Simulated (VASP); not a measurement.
Wanted: the native input for a VASP 6.6.1 run.

| Property | Result |
| --- | --- |
| Task | single point |
| Functional | PBE |
| Potentials or basis | VASP PAW PBE potentials, release 64 (Na_pv) |
| Cutoff | 520 eV |
| k mesh | 6 × 6 × 4 |
| Occupations | gaussian, width 0.1 eV |
| Spin | no spin polarisation |
| Dipole correction | no |
| Further INCAR settings | ALGO = Fast; EDIFF = 1e-07; NBANDS = 14 |

The structure of Na lies in POSCAR:

```
Na
1.0
    4.2245674734      0.0000000000      0.0000000000
   -2.1122837367      3.6585827520      0.0000000000
    0.0000000000      0.0000000000      7.0091573946
Na
2
Direct
    0.3333333300      0.6666666700      0.2500000000
    0.6666666700      0.3333333300      0.7500000000
```

This isn't the form of Na at room conditions, which is bcc.

The cell isn't the ideal one: Rb replaced by Na, lengths x 0.853, strained and moved within the space group.

These files were run (other wordings do the same):

INCAR

```
SYSTEM = Na
PREC = Accurate
ENCUT = 520
EDIFF = 1E-7
ISMEAR = 0
SIGMA = 0.1
LREAL = .False.
LASPH = .True.
NELM = 100
ALGO = Fast
ISIF = 2
LWAVE = .False.
LCHARG = .False.
GGA = PE
NBANDS = 14
```

KPOINTS

```
Automatic mesh
0
Gamma
  6 6 4
  0 0 0
```

Potentials or basis: VASP PAW PBE potentials, release 64 (Na_pv).

Run with:

```console
$ cat potpaw_PBE.64/Na_pv/POTCAR > POTCAR
$ mpirun -np 1 vasp_std > vasp.out
```

Results of the run:

```yaml
Pressure: -1.5 GPa
Band_gap_on_the_k_mesh: none (metal or under the smearing width)
```

It took 17 s on 1 thread of Intel(R) Xeon(R) Platinum 8559C (Emerald Rapids) (shared host), peak memory 0.21 GiB.
